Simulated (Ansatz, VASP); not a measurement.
**Ge4N in VASP and in Ansatz**

```
Ge N
1.0
     4.09748    0.00000    0.00000
     0.00000    4.09748    0.00000
     0.00000    0.00000    5.33088
Ge N
4 1
Cartesian
  2.0487 0.0000 2.6654
  0.0000 2.0487 2.6654
  2.0487 0.0000 0.0000
  0.0000 2.0487 0.0000
  2.0487 2.0487 0.0000
```

Alike in both runs: task relaxation of cell and atoms; functional PBE; k mesh 10 × 10 × 8; occupations gaussian, width 0.1 eV; no spin polarisation.

|  | VASP | Ansatz |
| --- | --- | --- |
| version | VASP 6.6.1 | Ansatz 0.2.0 |
| potentials or method | VASP PAW PBE potentials, release 64 (Ge_d, N) | scalar-relativistic, plane waves, PAW |
| plane-wave cutoff (eV) | 600 | 420 |
| valence electrons in the cell | 61 | 61 |

Ansatz gave:

* gap on the k mesh at the Fermi level, each at its own relaxed structure (eV): none
* relaxed volume (Å³/atom): 17.83
* relaxed cell length with the largest relative difference (Å): 5.314

Problem. Estimate VASP's values.

Solution. gap on the k mesh at the Fermi level, each at its own relaxed structure (eV): none; relaxed volume (Å³/atom): 17.84; relaxed cell length with the largest relative difference (Å): 5.316.

A gap of «none» marks a metal or a gap that the smearing closes.
